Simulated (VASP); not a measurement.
**MoSe2: relaxation of cell and atoms with PBE+D3(BJ)**

The system is MoSe2.

```
Mo Se
1.0
     3.27866    0.00000    0.00000
    -1.63933    2.83941    0.00000
     0.00000    0.00000   12.72501
Mo Se
2 4
Direct
  0.33333 0.66667 0.25000
  0.66667 0.33333 0.75000
  0.33333 0.66667 0.61833
  0.66667 0.33333 0.11833
  0.33333 0.66667 0.88167
  0.66667 0.33333 0.38167
```

```
Program                : VASP 6.6.1
Task                   : relaxation of cell and atoms
Functional             : PBE
Dispersion             : D3(BJ)
Potentials or basis    : VASP PAW PBE potentials, release 64 (Mo_sv, Se)
Cutoff                 : 600 eV
k mesh                 : 9 × 9 × 2
Occupations            : gaussian, width 0.03 eV
Spin                   : no spin polarisation
Further INCAR settings : ALGO = Normal; EDIFF = 1e-07; IBRION = 2; EDIFFG = -0.005; NSW = 90; ISIF = 3
```

```
Pressure after relaxing    : 0.0 GPa
Band gap on the k mesh     : 0.84 eV, indirect (least direct gap 1.46 eV)
Dispersion energy per atom : -0.479 eV
```

Final structure:
```
Mo Se
1.0
     3.27866    0.00000    0.00000
    -1.63933    2.83941    0.00000
     0.00000    0.00000   12.72501
Mo Se
2 4
Direct
  0.33333 0.66667 0.25000
  0.66667 0.33333 0.75000
  0.33333 0.66667 0.61833
  0.66667 0.33333 0.11833
  0.33333 0.66667 0.88167
  0.66667 0.33333 0.38167
```

Levels at points of the mesh, in eV from the valence-band top:
| k point | band 24 | band 25 | band 26 | band 27 | band 28 | band 29 |
| --- | --- | --- | --- | --- | --- | --- |
| (0.00, 0.00, 0.00) | -1.19 | -0.67 | 0.00 | 2.46 | 2.47 | 2.54 |
| (0.00, 0.00, 0.50) | -1.51 | -0.16 | -0.16 | 2.47 | 2.47 | 2.47 |

It took 29 s on 4 MPI ranks on Intel(R) Xeon(R) Platinum 8488C (Sapphire Rapids), on a shared host, peak memory 0.32 GiB a rank.

Caveat: the relaxation stopped at its first step, so nothing moved; an odd mesh through Γ misses points on the zone boundary, where band edges often lie. Expect the measured gap to be larger: semilocal functionals such as PBE lack the derivative discontinuity.
